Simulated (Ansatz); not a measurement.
SnSe: course of a relaxation

Computed with DFT PBE, scalar-relativistic, plane waves, PAW (Ansatz). Settings: 420 eV cutoff, 8×8×8 k-mesh, Gaussian smearing of 0.02 eV, no spin polarisation.

What was changed in SnO: O → Se on all its sites, cell and atoms relaxed.

Command:

```bash
ansatz run input.yaml --threads 1 --pin off --max-ram 2560MiB --backend cpu --events-out ev --progress --plain --runs-dir out
```

Input:

```yaml
crystal:
  lattice:
    - [5.1729633927, 0.0, 0.0]
    - [0.0, 5.1729633927, 0.0]
    - [0.0, 0.0, 4.4218068213]
  atoms:
    - { symbol: Sn, position: [0.0, 0.5, 0.2878703666] }
    - { symbol: Sn, position: [0.5, 0.0, 0.7121296334] }
    - { symbol: Se, position: [0.5, 0.5, 0.0] }
    - { symbol: Se, position: [0.0, 0.0, 0.0] }
basis:
  ecutwfc: 420
kpoints:
  mp_grid: { grid: [8, 8, 8] }
hamiltonian:
  xc: pbe
scf:
  occupations: { method: gaussian, width: 0.02 }
output:
  forces: true
  stress: true
  eigenvalues: true
relax:
  adjacent_minimum: "off"
  f_tol: 0.01
  max_steps: 60
  cell: { stress_tol: 0.1 }
```

F is the free energy. Steps run on the plane waves of an earlier cell, but the last one, and at times one on the way, on a freshly chosen basis, so a repeated geometry can differ a little in energy.

Steps:

```csv
step,F − F(1) (eV),largest force component (eV/Å),V (Å³/atom),P (GPa)
1,0.0000,0.016,29.581,0.05
2,-0.0001,0.011,29.569,-0.03
3,-0.0001,0.001,29.585,0.00
4,-0.0001,0.001,29.585,0.00
```

Relaxed structure:

```cif
data_structure
_symmetry_space_group_name_H-M 'P 1'
_symmetry_Int_Tables_number 1
_cell_length_a 5.1705
_cell_length_b 5.1705
_cell_length_c 4.4265
_cell_angle_alpha 90.000
_cell_angle_beta 90.000
_cell_angle_gamma 90.000
_cell_volume 118.34
loop_
_atom_site_label
_atom_site_type_symbol
_atom_site_fract_x
_atom_site_fract_y
_atom_site_fract_z
_atom_site_occupancy
Sn1 Sn 0.00000 0.50000 0.28898 1
Sn2 Sn 0.50000 0.00000 0.71102 1
Se1 Se 0.50000 0.50000 0.00000 1
Se2 Se 0.00000 0.00000 0.00000 1
```

It takes space group P4/nmm (No. 129, tetragonal). The conventional cell has a = 5.171 Å, b = 5.171 Å, c = 4.427 Å, α = 90.00°, β = 90.00°, γ = 90.00°. Around Sn (site symmetry 4mm) lie 4 Se at 2.88 Å. Se (site symmetry -4m2) is surrounded by 4 Sn at 2.88 Å.

The run converged. It took 60 s on 1 thread of Intel(R) Xeon(R) Platinum 8375C CPU @ 2.90GHz (Ice Lake) (shared host), peak memory 0.6 GiB.